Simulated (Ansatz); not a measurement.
A (001) slab of C (P6_3/mmc (No. 194)), 5 planes, outer planes C (top) and C (bottom), with 10 atoms (C10) in a surface cell of A = 5.262 Å², as cut from the bulk:

```xyz
10
Lattice="2.4650 0.0000 0.0000 -1.2325 2.1347 0.0000 0.0000 0.0000 28.4769" Properties=species:S:1:pos:R:3 pbc="T T T"
C     0.0000    0.0000    7.5000
C     1.2325    0.7116    7.5000
C     0.0000    0.0000   10.8692
C     0.0000    1.4232   10.8692
C     0.0000    0.0000   14.2384
C     1.2325    0.7116   14.2384
C     0.0000    0.0000   17.6076
C     0.0000    1.4232   17.6076
C     0.0000    0.0000   20.9769
C     1.2325    0.7116   20.9769
```

All numbers below come from Ansatz 0.2.0, DFT PBE+D3(BJ), scalar-relativistic, plane waves, PAW. Settings: cutoff 420 eV, Γ-centred mesh 15×15×1 on the computed 10-atom cell, Gaussian smearing of 0.10 eV; no spin polarisation. The cell repeats along c with a dipole correction in the vacuum.

Against the same 10 atoms in the bulk, the slab as cut lies 0.122 eV higher and the relaxed slab 0.122 eV higher.

(1) Work out the surface energy before and after relaxation.

(2) What is the ideal work of this cut, per area?

Results:

(1) The slab has two faces, so γ = (E_slab − N·E_bulk)/(2A), the mean of both. As cut: 0.122/(2 × 5.262) = 0.0116 eV/Å², and 1 eV/Å² = 16.02 J/m², so γ = 0.19 J/m². Relaxed: 0.122/(2 × 5.262) = 0.0116 eV/Å² = 0.19 J/m². Relaxation recovers 0.0 % of the cost of cutting.

(2) Griffith's ideal work is 2γ: 0.37 J/m², whether the new faces relax or not. One thickness was run, 5 planes, so γ can still shift with it.